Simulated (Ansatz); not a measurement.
## Density of states of ZnF$_{2}$

Space group P4_2/mnm (No. 136). a = 4.704 Å, b = 4.704 Å, c = 3.134 Å, α = 90.00°, β = 90.00°, γ = 90.00°
```json
{"atom": "Zn", "site": "2a", "symmetry": "m.mm", "x": "0.0000", "y": "0.0000", "z": "0.0000"}
{"atom": "F", "site": "4f", "symmetry": "m.2m", "x": "0.3035", "y": "0.3035", "z": "0.0000"}
```

The runs use the primitive cell with vectors (4.704, 0.000, 0.000), (0.000, 4.704, 0.000), (0.000, 0.000, 3.134) Å, to which the k mesh refers.

The geometry is COD entry 2103615, unchecked; take it as a test cell.

These are results of Ansatz 0.2.0, DFT, PBE, all-electron LAPW, scalar-relativistic, not measurements.

Numerical set-up: a Γ-centred 4×4×6 k mesh, Fermi–Dirac smearing of 0.01 eV, basis error target 0.5 meV/atom, no spin polarisation.

**Question.** Which of the resolved shells contributes most in the top eV of the valence band?

**Answer.** F 2p, with 59 % of all states there; Zn 3d follows with 39 %.

**Question.** Where is the centre of the filled Zn 3d states between -12 eV and the top of the filled states?

**Answer.** -2.97 eV from the valence-band top.

**Question.** Tabulate the density of states.

**Answer.** States per eV and cell, averaged over 0.4 eV, from -6.2 to 6.8 eV, with energies (bin centres) from the valence-band top; empty bins are left out. The partial columns, the largest 3 alone, are projections on Löwdin-orthogonalised atomic shells (those that the program's projection atoms carry: the occupied ones and, for some elements, an empty d or f shell; other empty shells have no column), summed over atoms of an element. Weights on diffuse s and p shells depend on that basis and aren't pure angular character.
| E (eV) | total | F 2p | Zn 3d | Zn 4s |
| --- | --- | --- | --- | --- |
| -6.1 | 0.12 | 0.08 | 0.02 | 0.02 |
| -5.7 | 1.93 | 1.27 | 0.43 | 0.21 |
| -5.3 | 5.79 | 3.84 | 1.39 | 0.50 |
| -4.9 | 6.36 | 3.64 | 2.47 | 0.20 |
| -4.5 | 8.68 | 4.38 | 4.15 | 0.10 |
| -4.1 | 6.33 | 3.39 | 2.75 | 0.12 |
| -3.7 | 10.10 | 5.02 | 4.85 | 0.11 |
| -3.3 | 11.29 | 3.16 | 8.04 | 0.04 |
| -2.9 | 12.34 | 3.01 | 9.13 | 0.10 |
| -2.5 | 6.53 | 2.83 | 3.58 | 0.04 |
| -2.1 | 7.16 | 4.16 | 2.82 | 0.07 |
| -1.7 | 7.83 | 5.69 | 2.03 | 0.04 |
| -1.3 | 12.23 | 9.21 | 2.88 | 0.04 |
| -0.9 | 3.77 | 2.26 | 1.44 | 0.02 |
| -0.5 | 6.56 | 3.90 | 2.60 | 0.01 |
| -0.1 | 2.98 | 1.75 | 1.21 | 0.00 |
| 3.9 | 0.02 | 0.00 | 0.00 | 0.01 |
| 4.3 | 0.08 | 0.01 | 0.00 | 0.06 |
| 4.7 | 0.18 | 0.02 | 0.00 | 0.14 |
| 5.1 | 0.27 | 0.03 | 0.00 | 0.20 |
| 5.5 | 0.33 | 0.04 | 0.00 | 0.24 |
| 5.9 | 0.44 | 0.06 | 0.00 | 0.32 |
| 6.3 | 0.57 | 0.09 | 0.00 | 0.41 |
| 6.7 | 0.78 | 0.13 | 0.00 | 0.57 |
